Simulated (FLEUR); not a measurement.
This FLEUR MaX-R8.1 (later development tree) run on Sb needs a look.

File inp.xml:

```xml
<?xml version="1.0" encoding="UTF-8" standalone="no"?>
<fleurInput fleurInputVersion="0.39">
   <comment>
      Sb                                                                                                  
   </comment>
   <calculationSetup>
      <cutoffs Kmax="4.1" Gmax="12.7" GmaxXC="12.7" numbands="0"/>
      <scfLoop itmax="50" minDistance="0.00001" maxIterBroyd="15" imix="Anderson" alpha="0.05" precondParam="0.0" spinf="2.0" sdNocoIR="T"/>
      <coreElectrons ctail="T" frcor="F" kcrel="0" coretail_lmax="0"/>
      <xcFunctional name="vwn" relativisticCorrections="F"/>
      <magnetism jspins="1"/>
      <soc l_soc="F" theta="0.0" phi="0.0" spav="F"/>
      <expertModes spex="0" secvar="F"/>
      <geometryOptimization l_f="F" forcealpha="1.0" forcemix="BFGS" epsdisp="0.00001" epsforce="0.00001"/>
      <ldaU l_linMix="F" mixParam="0.05" spinf="1.0"/>
   </calculationSetup>
   <cell>
      <bzIntegration valenceElectrons="21.0" mode="hist" fermiSmearingEnergy="0.00183747">
         <kPointListSelection listName="mesh"/>
         <!-- k-points included here -->
         <xi:include xmlns:xi="http://www.w3.org/2001/XInclude" href="kpts.xml"> </xi:include>
      </bzIntegration>
      <!-- symmetry operations included here -->
      <xi:include xmlns:xi="http://www.w3.org/2001/XInclude" href="sym.xml"> </xi:include>
      <bulkLattice scale="1.0">
         <bravaisMatrix>
            <row-1>   -2.9792291704857377     2.9792291704857377     5.1248209019343527</row-1>
            <row-2>    2.9792291704857377    -2.9792291704857377     5.1248209019343527</row-2>
            <row-3>    2.9792291704857377     2.9792291704857377    -5.1248209019343527</row-3>
         </bravaisMatrix>
      </bulkLattice>
   </cell>
   <atomSpecies>
      <species name="Antimony (Sb)" element="Sb" atomicNumber="51">
         <mtSphere radius="2.66" gridPoints="879" logIncrement="0.015"/>
         <atomicCutoffs lmax="10" lnonsphr="10"/>
         <electronConfig flipSpins="F">
            <coreConfig>(1s1/2) (2s1/2) (2p1/2) (2p3/2) (3s1/2) (3p1/2) (3p3/2) (4s1/2) (3d3/2) (3d5/2)</coreConfig>
            <valenceConfig>(4p1/2) (4p3/2) (5s1/2) (4d3/2) (4d5/2) (5p1/2) (5p3/2)</valenceConfig>
            <stateOccupation state="(5p1/2)" spinUp="0.500000" spinDown="0.500000"/>
            <stateOccupation state="(5p3/2)" spinUp="1.000000" spinDown="1.000000"/>
         </electronConfig>
         <energyParameters s="5" p="5" d="5" f="4"/>
         <lo type="SCLO" l="1" n="4" eDeriv="0"/>
         <lo type="SCLO" l="1" n="4" eDeriv="1"/>
         <lo type="SCLO" l="2" n="4" eDeriv="0"/>
         <lo type="SCLO" l="2" n="4" eDeriv="1"/>
         <lo type="SCLO" l="0" n="5" eDeriv="2"/>
         <lo type="SCLO" l="3" n="4" eDeriv="2"/>
      </species>
   </atomSpecies>
   <atomGroups>
      <atomGroup species="Antimony (Sb)">
         <relPos label="                   1">.0000000000 .0000000000 .0000000000</relPos>
         <force calculate="T" relaxXYZ="TTT"/>
      </atomGroup>
   </atomGroups>
   <output dos="F" band="F" slice="F">
      <checks vchk="F" cdinf="F"/>
      <bandDOS minEnergy="-.5*Htr" maxEnergy="0.5*Htr" sigma="0.015" storeEVData="T"/>
      <vacuumDOS vacdos="F" integ="F" star="F" nstars="0" locx1="0.0" locy1="0.0" locx2="0.0" locy2="0.0" nstm="0" tworkf="0.0"/>
      <unfoldingBand unfoldBand="F" supercellX="1" supercellY="1" supercellZ="1"/>
      <plotting iplot="0" polar="F">
         <plot TwoD="T" vec1="  1.0  0.0  0.0" vec2="  0.0  1.0  0.0" vec3="  0.0  0.0  1.0" zero="  0.0  0.0  0.0" file="plot"/>
      </plotting>
      <chargeDensitySlicing numkpt="0" minEigenval="0.0" maxEigenval="0.0" nnne="0" pallst="F"/>
      <specialOutput eonly="F"/>
      <moessbauerParams electricFieldGradient="T" isomerShift="T" coreHyperfine="T" valenceHyperfine="T"/>
      <magneticCircularDichroism mcd="F" energyLo="-10.0" energyUp="0.0"/>
   </output>
  <!-- We include the file relax.xml here to enable relaxations (see documentation) -->
  <xi:include xmlns:xi="http://www.w3.org/2001/XInclude" href="relax.xml"> <xi:fallback/> </xi:include>
</fleurInput>
```

crystal.txt

```
Sb
&input cartesian=F /
-1.5765401831  1.5765401831  2.7119384313
1.5765401831  -1.5765401831  2.7119384313
1.5765401831  1.5765401831  -2.7119384313
1.8897261246
1.0 1.0 1.0

1
51 0.0000000000  0.0000000000  0.0000000000

&kpt div1=12 div2=12 div3=12 gamma=T /
```

Potentials or basis: all-electron, FLAPW.

The run is started by

```sh
$ inpgen -f crystal.txt -profile fastHighL
$ # inp.xml edited to the form shown
$ fleur_MPI
```

Output:

```text
Welcome to FLEUR        (www.flapw.de)
      MaX-Release 8.1          (www.max-centre.eu)
**************FLEUR-Error*****************
Error message: No kPointList named: mesh found.
Error from PE:0/1
*****************************************
 Last known location:
 Last timer:Initialization
 Timerstack:
 Timer:Total Run
 *****************************************
--------------------------------------------------------------------------
MPI_ABORT was invoked on rank 0 in communicator MPI_COMM_WORLD
  Errorcode: 1

NOTE: invoking MPI_ABORT causes Open MPI to kill all MPI processes.
You may or may not see output from other processes, depending on
exactly when Open MPI kills them.
--------------------------------------------------------------------------
```

**Question.** Diagnose the run.

**Answer.** The input was rejected before any iteration. The input holds a flaw that was put in on purpose: k list named that isn't there.
